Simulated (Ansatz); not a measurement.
# Thickness series of a NiSi2/ZnS/NiSi2 junction, part 2 of 6

How fast does the current through NiSi2/ZnS/NiSi2 fall with each added layer? Both electrodes are NiSi2 fluorite(111) turned by 180 degrees (type B); the barrier is ZnS zinc blende(111) (whole bilayers). In the first transport cell, after relaxation, the nearest pair of electrode and barrier is Si–S at 2.34 Å, along the normal, at the lower face and Si–Zn at 2.49 Å, along the normal, at the upper one. All share a net of side 3.84 Å, which strains the lower electrode by +0.0 % and the barrier by -0.4 %, against typed lattice constants near PBE's. The first steps treat the bulk electrodes alone.

Ansatz 0.2.0; PBE DFT, plane waves, PAW files (the session's first sound run).

So far: The structure; Layer spacing of the electrode.

## 3. Relaxing the interfaces

System of this step: NiSi2/ZnS/NiSi2. The cell holds 14 atoms: 6 Si, 2 Ni, 3 S and 3 Zn. Cell: a = 3.840 Å, b = 3.840 Å, c = 33.957 Å, α = 90.0°, β = 90.0°, γ = 120.0°. Vacuum lies along c.

Tunnelling depends exponentially on distance, so the interfaces are relaxed first. A short slab in vacuum serves: only the barrier and the layers next to it are taken over, and later cells can add or drop layers in the barrier's middle. The dipole correction removes the field that unlike faces would set up across the vacuum.

input.yaml reads:

```yaml
crystal:
  lattice:
    - [3.84, 0.0, 0.0]
    - [-1.92, 3.3255375505, 0.0]
    - [0.0, 0.0, 33.9569717784]
  atoms:
    - { symbol: Si, position: [0.66666667, 0.33333333, 0.2355922681] }
    - { symbol: Si, position: [0.0, 0.0, 0.2817503523] }
    - { symbol: Ni, position: [0.66666667, 0.33333333, 0.3048293944] }
    - { symbol: Si, position: [0.33333333, 0.66666667, 0.3279084365] }
    - { symbol: S, position: [0.33333333, 0.66666667, 0.3929908006] }
    - { symbol: Zn, position: [0.66666667, 0.33333333, 0.4162143632] }
    - { symbol: S, position: [0.66666667, 0.33333333, 0.4858850509] }
    - { symbol: Zn, position: [0.0, 0.0, 0.5091086134] }
    - { symbol: S, position: [0.0, 0.0, 0.5787793011] }
    - { symbol: Zn, position: [0.33333333, 0.66666667, 0.6020028637] }
    - { symbol: Si, position: [0.33333333, 0.66666667, 0.6720915635] }
    - { symbol: Ni, position: [0.0, 0.0, 0.6951706056] }
    - { symbol: Si, position: [0.66666667, 0.33333333, 0.7182496477] }
    - { symbol: Si, position: [0.0, 0.0, 0.7644077319] }
kpoints:
  mp_grid: { grid: [8, 8, 1] }
scf:
  occupations: { method: fermi_dirac, width: 0.1 }
  max_iter: 150
hamiltonian:
  xc: pbe
efield:
  axis: 3
  dipole_correction: true
relax:
  f_tol: 0.04
  max_steps: 60
output:
  forces: true
```

On the command line:

```console
$ ansatz run input.yaml --threads 8 --pin off --max-ram 24576MiB --backend cpu --events-out ev --progress --plain --runs-dir out
```

Numbers of over 12 decimals in the logs are rounded to 6 here.

Output:

```text
[...]
Crystal: 14 atoms, lattice volume = 433.633 Å³
Basis set: ecut = 420 eV, 8453 PW (Γ), exchange–correlation on 54×54×480 points (8 copies of the dense FFT grid, shifted against one another)
Bands: 71, of which v1, the nominal top of the filled ones, is band 57 counted from 1 (56 counted from 0)
Symmetry: 6 space group operations
[...]
k-points: 10 of 64 (time reversal used)
[...]
SCF iter   1: F=—  HF=-28160.362364 eV  |F-HF|=—  |Δ(HF+E_count)|=         —  Δρ=3.86e-3  dr2=1.78e0  ethr=1.77e-3  p=0.038 e·Å  D=1.58e-2 V/Å  ΔV_dip=-0.54 eV  dr2_dipole=1.58e0  V_vac-E_F(+/−)=4.60/5.13 eV  ⟨swp⟩=9.1  Hψ=3692  notcnv=0  defer=7
efield: sawtooth ramp at fractional position 0.9500 (placed from the atoms, in the widest stretch of the axis that holds none; the zero of the levels goes with the place), width 0.1000; the density the first Hamiltonian is built on has a dipole p = 0.038 e·Å; the dipole correction subtracts the counter field D = 1.58e-2 V/Å, which shifts the + side's vacuum level by -0.54 eV against the − side's; the planar-averaged density in the ramp window peaks in size at 3.5e-5 e/Å³
[...]
SCF iter   2: F=—  HF=-28160.333166 eV  |F-HF|=—  |Δ(HF+E_count)|=   2.92e-2  Δρ=4.08e-3  dr2=1.05e-1  ethr=1.56e-3  p=0.034 e·Å  D=1.42e-2 V/Å  ΔV_dip=-0.48 eV  dr2_dipole=1.96e-2  V_vac-E_F(+/−)=4.87/5.36 eV  ⟨swp⟩=2.3  Hψ=936  notcnv=0  defer=19
[...]
SCF iter   7: F=-28160.324450 eV  HF=-28160.324454 eV  |F-HF|=3.92e-6  |Δ(HF+E_count)|=   1.12e-5  Δρ=4.30e-5  dr2=9.85e-6  ethr=3.51e-8  p=0.027 e·Å  D=1.11e-2 V/Å  ΔV_dip=-0.38 eV  dr2_dipole=2.30e-7  V_vac-E_F(+/−)=4.95/5.32 eV  ⟨swp⟩=3.7  Hψ=2999  notcnv=0
SCF 1 converged in 7 iterations: F = -28160.324450 eV  dr2 = 9.85e-6
[...]
relax step   1: F+E_penalty+E_count = -28160.32445044 eV  Δ(F+E_penalty+E_count) = +0.000e0 eV  max|allowed force component| = 8.485e-1 eV/Å  Δτ_max = 0.0000 Å  (7 SCF iters, dr2 threshold 4.00e-5 eV, accepted)
[...]
SCF iter   1: F=—  HF=-28160.481026 eV  |F-HF|=—  |Δ(HF+E_count)|=         —  Δρ=6.34e-3  dr2=4.45e-1  ethr=3.84e-4  p=0.027 e·Å  D=1.11e-2 V/Å  ΔV_dip=-0.38 eV  dr2_dipole=3.48e-2  V_vac-E_F(+/−)=4.94/5.31 eV  ⟨swp⟩=1.5  Hψ=2788  notcnv=0  defer=23
efield: sawtooth ramp at fractional position 0.9500 (handed on by an earlier solve), width 0.1000; the density the first Hamiltonian is built on has a dipole p = 0.027 e·Å; the dipole correction subtracts the counter field D = 1.11e-2 V/Å, which shifts the + side's vacuum level by -0.38 eV against the − side's; the planar-averaged density in the ramp window peaks in size at 9.9e-6 e/Å³
[...]
SCF iter   2: F=—  HF=-28160.464885 eV  |F-HF|=—  |Δ(HF+E_count)|=   1.61e-2  Δρ=3.80e-3  dr2=9.55e-2  ethr=3.84e-4  p=0.026 e·Å  D=1.09e-2 V/Å  ΔV_dip=-0.37 eV  dr2_dipole=3.26e-3  V_vac-E_F(+/−)=4.88/5.25 eV  ⟨swp⟩=2.7  Hψ=1265  notcnv=0  defer=23
[...]
SCF iter   8: F=-28160.444329 eV  HF=-28160.444373 eV  |F-HF|=4.43e-5  |Δ(HF+E_count)|=   2.11e-6  Δρ=7.50e-5  dr2=3.65e-5  ethr=3.95e-8  p=0.025 e·Å  D=1.06e-2 V/Å  ΔV_dip=-0.36 eV  dr2_dipole=1.69e-5  V_vac-E_F(+/−)=4.96/5.33 eV  ⟨swp⟩=3.2  Hψ=2866  notcnv=0
SCF 2 converged in 8 iterations: F = -28160.444329 eV  dr2 = 3.65e-5
relax step   2: F+E_penalty+E_count = -28160.44432915 eV  Δ(F+E_penalty+E_count) = -1.199e-1 eV  max|allowed force component| = 3.916e-1 eV/Å  Δτ_max = 0.1217 Å  (8 SCF iters, dr2 threshold 4.50e-5 eV, accepted)
SCF iter   1: F=—  HF=-28160.517146 eV  |F-HF|=—  |Δ(HF+E_count)|=         —  Δρ=4.20e-3  dr2=5.17e-1  ethr=2.10e-3  p=0.025 e·Å  D=1.06e-2 V/Å  ΔV_dip=-0.36 eV  dr2_dipole=2.20e-1  V_vac-E_F(+/−)=4.96/5.32 eV  ⟨swp⟩=4.0  Hψ=1858  notcnv=0  defer=7
[...]
SCF iter   8: F=-28160.489738 eV  HF=-28160.489743 eV  |F-HF|=4.04e-6  |Δ(HF+E_count)|=   1.30e-6  Δρ=3.64e-5  dr2=7.00e-6  ethr=8.41e-9  p=0.027 e·Å  D=1.14e-2 V/Å  ΔV_dip=-0.39 eV  dr2_dipole=1.38e-6  V_vac-E_F(+/−)=4.96/5.35 eV  ⟨swp⟩=5.0  Hψ=2754  notcnv=0
SCF 3 converged in 8 iterations: F = -28160.489738 eV  dr2 = 7.00e-6
relax step   3: F+E_penalty+E_count = -28160.48973847 eV  Δ(F+E_penalty+E_count) = -4.541e-2 eV  max|allowed force component| = 1.413e-1 eV/Å  Δτ_max = 0.1182 Å  (8 SCF iters, dr2 threshold 9.59e-6 eV, accepted)
[...]
relax step   4: F+E_penalty+E_count = -28160.49639997 eV  Δ(F+E_penalty+E_count) = -6.661e-3 eV  max|allowed force component| = 1.368e-1 eV/Å  Δτ_max = 0.0840 Å  (8 SCF iters, dr2 threshold 2.60e-6 eV, accepted)
[...]
relax step   5: F+E_penalty+E_count = -28160.49838645 eV  Δ(F+E_penalty+E_count) = -1.986e-3 eV  max|allowed force component| = 5.458e-2 eV/Å  Δτ_max = 0.0248 Å  (7 SCF iters, dr2 threshold 2.44e-6 eV, accepted)
SCF iter   1: F=—  HF=-28160.499008 eV  |F-HF|=—  |Δ(HF+E_count)|=         —  Δρ=4.92e-4  dr2=6.98e-3  ethr=2.95e-5  p=0.030 e·Å  D=1.27e-2 V/Å  ΔV_dip=-0.43 eV  dr2_dipole=5.23e-3  V_vac-E_F(+/−)=4.91/5.34 eV  ⟨swp⟩=2.1  Hψ=1460  notcnv=0  defer=22
[...]
SCF iter   8: F=-28160.498726 eV  HF=-28160.498726 eV  |F-HF|=1.18e-7  |Δ(HF+E_count)|=   7.66e-8  Δρ=3.38e-6  dr2=7.30e-8  ethr=8.77e-11  p=0.030 e·Å  D=1.25e-2 V/Å  ΔV_dip=-0.43 eV  dr2_dipole=1.96e-8  V_vac-E_F(+/−)=4.92/5.34 eV  ⟨swp⟩=5.0  Hψ=2588  notcnv=0
SCF 6 converged in 8 iterations: F = -28160.498726 eV  dr2 = 7.30e-8
relax step   6: F+E_penalty+E_count = -28160.49872618 eV  Δ(F+E_penalty+E_count) = -3.397e-4 eV  max|allowed force component| = 1.673e-2 eV/Å  Δτ_max = 0.0091 Å  (8 SCF iters, accepted)
SCF converged after 8 iterations
Free energy (F): -28160.498726 eV
[...]
Internal energy: -28160.333731 eV  (E = F + TS)
E sigma→0 (E₀):  -28160.416228 eV
Entropy (-TS):   -0.164996 eV (-11.785 meV/atom)
Fermi energy:    2.548837 eV
Dipole field:    D = 0.012407 V/Å  (p = 0.029733 e·Å, saw-weighted, corrected)
Work function:   Φ+ = 4.9217 eV   Φ− = 5.3430 eV
Levels:          The Fermi level and band energies are counted from a zero that moves with the ramp; work functions are not
[...]
--- Forces (eV/Å), atoms counted from 1 ---
  atom   1  Si     0.00000000    -0.00000000     0.00137706
  atom   2  Si     0.00000000    -0.00000000    -0.00428982
  atom   3  Ni     0.00000000     0.00000000     0.00610112
  atom   4  Si     0.00000000     0.00000000     0.00063732
  atom   5  S      0.00000000    -0.00000000    -0.01470256
  atom   6  Zn     0.00000000     0.00000000     0.01673907
  atom   7  S      0.00000000    -0.00000000    -0.01175055
  atom   8  Zn     0.00000000     0.00000000     0.00754131
  atom   9  S      0.00000000    -0.00000000    -0.00663407
  atom  10  Zn     0.00000000     0.00000000     0.00830081
  atom  11  Si    -0.00000000    -0.00000000    -0.00245594
  atom  12  Ni     0.00000000    -0.00000000    -0.00005841
  atom  13  Si     0.00000000    -0.00000000     0.00148227
  atom  14  Si     0.00000000     0.00000000    -0.00223042
  max |Σ_I F_I| component: 5.72e-5 eV/Å
--- Relaxed structure (6 steps of the walk, 6 accepted, 0 SCFs on fresh bases) ---
  F+E_penalty+E_count = -28160.49872618 eV   max|allowed force component| = 1.673e-2 eV/Å
  atoms:
    - { symbol: Si, position: [0.666667, 0.333333, 0.231385] }
    - { symbol: Si, position: [1.3675308616534314e-17, -6.608470383688812e-17, 0.272661] }
    - { symbol: Ni, position: [0.666667, 0.333333, 0.299871] }
    - { symbol: Si, position: [0.333333, 0.666667, 0.324707] }
    - { symbol: S, position: [0.333333, 0.666667, 0.393720] }
    - { symbol: Zn, position: [0.666667, 0.333333, 0.417343] }
    - { symbol: S, position: [0.666667, 0.333333, 0.486185] }
    - { symbol: Zn, position: [2.516445680730152e-17, -6.608470383688812e-17, 0.510154] }
    - { symbol: S, position: [2.4223680605640113e-17, -6.608470383688812e-17, 0.578995] }
    - { symbol: Zn, position: [0.333333, 0.666667, 0.603573] }
    - { symbol: Si, position: [0.333333, 0.666667, 0.676931] }
    - { symbol: Ni, position: [2.804874492507644e-17, -6.608470383688812e-17, 0.698760] }
    - { symbol: Si, position: [0.666667, 0.333333, 0.724671] }
    - { symbol: Si, position: [2.5811557592921692e-17, -6.608470383688811e-17, 0.766024] }
```

Run time: 20 s. Hardware: 8 threads of Arm Neoverse V2, shared host; peak memory 1.5 GiB; 2.5 min of CPU time.

The steps of the relaxation:

```tsv
step	energy less that of the first step (eV)	largest force component (eV/Å)
1	0.0000	0.8485
2	-0.1199	0.3916
3	-0.1653	0.1413
4	-0.1719	0.1368
5	-0.1739	0.0546
6	-0.1743	0.0167
```

Forces are held to the 6 operations that the run works with; a distortion that breaks them can't arise in this run.

The atoms that moved most (Å):

```tsv
atom	dx	dy	dz	length
Si2	0.000	0.000	-0.309	0.309
Si13	0.000	0.000	0.218	0.218
Ni3	0.000	0.000	-0.168	0.168
Si11	0.000	0.000	0.164	0.164
Si1	0.000	0.000	-0.143	0.143
Ni12	0.000	0.000	0.122	0.122
Si4	0.000	0.000	-0.109	0.109
Si14	0.000	0.000	0.055	0.055
```

This step gave:

```
free energy               : -28160.4987 eV
Fermi energy              : 2.549 eV
work function, upper face : 4.922 eV
work function, lower face : 5.343 eV
dipole along the normal   : 0.02973 e·Å
dipole field              : 0.01241 V/Å
```

The largest force component on a free atom ends at 0.017 eV/Å. The work functions of the outer faces are 5.34 and 4.92 eV.

(Continued in part 3 of 6.)

[Logs are printed without paths, hosts, clocks, repeated set-up lines and the standing remarks that a program may print on its own settings, such as how far it seeks lower states.]

[Hosts, paths, dates, database ids (printed as entryN), source tags and the programs' standing remarks are cut or masked in the printed files.]
